SnO is a layered semiconductor. Here its crystal was scaled uniformly to seven volumes, and at each one the dielectric constant was calculated with the nuclei held still, so that only the electrons respond. The xx and yy values belong to fields along the layers, and zz to a field across them. The volume is counted per atom.

SnO (P4/nmm), scaled uniformly, in GPAW 26.7.0 with PBE, PAW data sets (gpaw-data 1.2.1) and a 600 eV plane-wave cutoff, without spin polarisation or spin-orbit coupling. The ground state uses a 6×6×5 k mesh and 0.001 eV Fermi-Dirac smearing. The clamped-ion dielectric constants are from the random-phase approximation with local fields (80 eV response cutoff, 60 bands).

```
volume (Å³/atom)     c/a  shortest distance (Å)  dielectric xx  dielectric zz
          16.703  1.2814                  2.181          8.002          6.785
          17.058  1.2814                  2.197          7.843          6.742
          17.414  1.2814                  2.212          7.718          6.753
          17.769  1.2814                  2.227          7.560          6.711
          18.125  1.2814                  2.242          7.439          6.668
          18.480  1.2814                  2.256          7.323          6.627
          18.835  1.2814                  2.271          7.254          6.580
```

The mesh of k points used for the response is not the same in every row. It is 6×6×5 at the two smallest volumes and at the largest, 12×12×10 at 17.769 Å³/atom, and 9×9×7 in the other three rows.

(a) Suppose that each atom responds to the average field in the crystal equally strongly at every volume. How should the dielectric constant then depend on volume, and does the most compressed cell fit this picture?

Solution. A field E induces in each atom a dipole proportional to E. The polarisation is the sum of these dipoles divided by the volume, so packing the same atoms more tightly raises it in proportion to 1/V. Since the dielectric constant ε exceeds 1 by the polarisation divided by ε₀E,

ε − 1 = C / V

where V is the volume per atom. Here E is the average field in the crystal. The constant C thus measures the response of one atom with the action of its neighbours included, and the model assumes that this whole response doesn't change. That is not the same as a fixed polarisability of the atom itself. The dipoles of the neighbours add to the field on each atom, and more so as they draw closer, so with a fixed polarisability xx would be expected to rise faster than this law.

C was fitted to xx in the four rows from 17.414 to 18.480 Å³/atom, all taken on the 9×9×7 mesh, which gave 116.8 Å³. (At 17.769 Å³/atom a second calculation on this mesh was used in place of the tabulated one.) The most compressed cell was not part of the fit. For it the model gives

ε = 1 + 116.8 / 16.703 ≈ 7.99

and the table has 8.002. The most compressed crystal thus looks like the same material as the others, only denser. The worst miss is at the largest volume, where xx lies 0.05 above the law. That cell was computed on the coarsest mesh, as was the most compressed one, so an agreement closer than this may be partly luck.

For fields across the layers the simple picture fails. The product (zz − 1)V is not constant but grows by about 9% from the smallest volume to the largest. Each atom responds more strongly along this direction as the crystal expands, which offsets part of the dilution and makes zz fall more slowly than xx. Local fields, the uneven fields that the responding electrons set up inside the cell, are not the cause, since without them the growth is about 10%. The cause must lie in the transitions between bands, but the results don't show in which ones.

Agreement with the model tests the trend, not the absolute level. The tabulated values treat the response of the electrons to one another as purely electrostatic (the random-phase approximation). When exchange and correlation were added to the response at 17.769 Å³/atom, in the local approximation called ALDA, xx rose by 0.37. That is half of its whole change along the series.

(b) The same calculations give the band gap. It is 0.35 eV at the largest volume, shrinks to 0.07 eV at 17.414 Å³/atom, and is zero at the two smallest volumes. What should the dielectric constant of those two cells be, and why does the table give ordinary finite numbers?

Solution. With no gap, the top of one band lies above the bottom of the next. Electrons spill over from the one to the other, and the crystal has mobile carriers. In a static field these carriers move until they have screened it. For a field that varies in space with wave number q, the static dielectric constant of a metal has the form

ε(q) ≈ ε_b + k² / q²

Here ε_b comes from transitions between bands, and k² is proportional to the number of states at the Fermi level. For a uniform field q goes to zero and the second term grows without limit, however few the carriers are. The full static dielectric constant of the two compressed cells, as PBE describes them, is therefore infinite. This is where the table misleads: its first two rows can hold only the band part ε_b. The results don't tell whether the carrier term was left out or was lost on the mesh.

It remains to explain why the band part runs so smoothly through the closing of the gap. A uniform field gives an electron no crystal momentum, so it mixes a filled state only with empty states at the same k point. Each such pair contributes a term that is larger the smaller its energy separation. The gap of SnO is indirect: the top of the filled band and the bottom of the empty band lie at different k points. The energy between them appears in none of these terms.

The energy that does matter is the vertical one, at a fixed k point. In the five cells with a gap, the smallest vertical separation found on the mesh stays close to 2 eV. Over these cells the indirect gap changes by a factor of nearly five, while xx − 1 changes by only 7%, much as the density does. For the two metallic cells no vertical separation is given. It is expected to stay near 2 eV there too, since it hardly moves in the other five.

Compression most likely closes the indirect gap because neighbouring atoms overlap more strongly and the bands broaden. The edges of two bands can then pass each other in energy at different k points, while the bands stay well apart at every single k point. In another crystal whose indirect gap closes in this way, the calculated band part should again look harmless. If a gap closes at one k point instead, and the field can couple the two states, the separation in the sum itself shrinks and the dielectric constant should climb above the C/V curve.

The failure is therefore recognised from the band gap, not from the dielectric constant. A finite static value printed beside a zero gap is only part of the answer, however well it continues the series.

(c) Are the two compressed cells really metals? And does the small rise of zz at 17.414 Å³/atom, just where the gap opens, mark the change from metal to semiconductor?

Solution. The first answer is probably no. PBE is known to give band gaps that are too small. One reason is that the gap between its orbital energies lacks the jump that the exact exchange-correlation potential makes when an electron is added. At 17.769 Å³/atom the calculated gap is 0.15 eV, whereas the measured gap of SnO is roughly 0.7 eV, a recalled figure.

A rough estimate shows what this means for the compressed cells. A straight line through the five nonzero gaps, continued to the smallest volume, gives −0.06 eV, an overlap of the bands. If the missing 0.55 eV is added at every volume alike, a gap of about 0.5 eV remains there. The equal shift is an assumption, but it would have to be badly wrong to leave a metal.

Two errors may therefore hide each other in the first two rows. The functional closes a gap that is probably open, and the response then lacks the carriers that the closed gap would bring. If the real crystal is still a semiconductor at these volumes, the finite numbers are closer to the truth than the infinite value that PBE implies.

The volume at which the gap closes deserves no more trust. The fitted line reaches zero at 17.02 Å³/atom, so close to the second row that this cell is on the border even within PBE. Spin-orbit coupling, which was left out, would shift the band edges. A real layered crystal would also be squeezed mainly between its layers, not equally in all directions as here.

The rise of zz is harder to judge. From the second row to the third it goes up by 0.011, although it falls at every other step. It is tempting to read this as the trace of the closing gap, but the mesh changes from 6×6×5 to 9×9×7 at the same step. At 17.769 Å³/atom, going from the 9×9×7 mesh to the finest one moved xx by only 0.01 and left zz almost unchanged. The error of the coarsest mesh was never tested.

The largest volume offers a partial control, because it has a gap but was also computed on the coarsest mesh. A straight line was fitted to zz in the four rows on the 9×9×7 mesh. The largest cell falls almost on its continuation, while the two metallic cells lie about 0.05 below it. At first sight this points to the overlap of the bands. But the second row, where the overlap is close to nothing, lies as far below the line as the first. And in xx the largest cell itself misses the C/V law by 0.05, so errors of this size on the coarsest mesh are plausible. Yet there xx lies above its law, not below it. If this error were the same in all three cells on the mesh, removing it would leave the two metallic ones about 0.05 below the law in xx as well. The control therefore doesn't settle the matter. The output below lists the fits and their misses.

A calculation of the two most compressed cells on the 9×9×7 mesh would show what the mesh does. If zz then rose to the line, the kink would be an artefact of the mesh. If it stayed below, either the band part carries a faint mark of the metal after all, or the straight line doesn't hold that far. The table leaves this open.

Numerical output:

```
Steps and products along the series:
     row   gap eV  mesh  step xx  step xx with 9x9x7 at 17.769  step zz  (xx-1)V  (zz-1)V
  16.703        0     6      n/a                           n/a      n/a      117    96.63
  17.058        0     6   -0.159                        -0.159   -0.043    116.7    97.95
  17.414  0.07391     9   -0.125                        -0.125    0.011      117    100.2
  17.769   0.1493    12   -0.158                       -0.1484   -0.042    116.6    101.5
  18.125   0.2192     9   -0.121                       -0.1306   -0.043    116.7    102.7
   18.48   0.2891     9   -0.116                        -0.116   -0.041    116.8      104
  18.835   0.3523     6   -0.069                        -0.069   -0.047    117.8    105.1
fit of gap on 5 rows (gap > 0): constant -3.336 +/- 0.062, coefficient of vol 0.196 +/- 0.0034; rms 0.00298, worst 18.835 0.00374, leave-one-out rms 0.00633
  rows outside the fit (model, value, miss): 16.703 -0.06192, 0, -0.0619; 17.058 0.007674, 0, 0.00767
fit of xx9 - 1 on 4 rows (kx > 6): coefficient of invV 116.8 +/- 0.065; rms 0.00625, worst 17.414 -0.00949, leave-one-out rms 0.00843
  rows outside the fit (model, value, miss): 16.703 6.994, 7.002, -0.00793; 17.058 6.849, 6.843, 0.00551; 18.835 6.202, 6.254, -0.0516
fit of zz9 on 4 rows (kx > 6): constant 8.81 +/- 0.016, coefficient of vol -0.1182 +/- 0.00089; rms 0.000501, worst 17.769 0.000535, leave-one-out rms 0.00128
  rows outside the fit (model, value, miss): 16.703 6.837, 6.785, 0.0515; 17.058 6.795, 6.742, 0.0526; 18.835 6.585, 6.58, 0.00456
Volume where the fitted gap line reaches zero (A^3/atom): 17.02
Largest gap over smallest nonzero gap (ratio): 4.766
Change of xx-1 over the same gapped rows (percent): 7.419
Spread of (xx-1)V over all rows (percent): 1.055
Rise of (zz-1)V over all rows (percent): 8.768
Rise of (zz-1)V without local fields (percent): 10.3
xx on 9x9x7 less xx on 12x12x10 at 17.769: 0.0096
ALDA less RPA for xx at 17.769: 0.3673
ALDA less RPA for zz at 17.769: 0.2799
Gap at the smallest volume after a rigid shift to 0.7 eV at 17.769 (eV): 0.4887
```
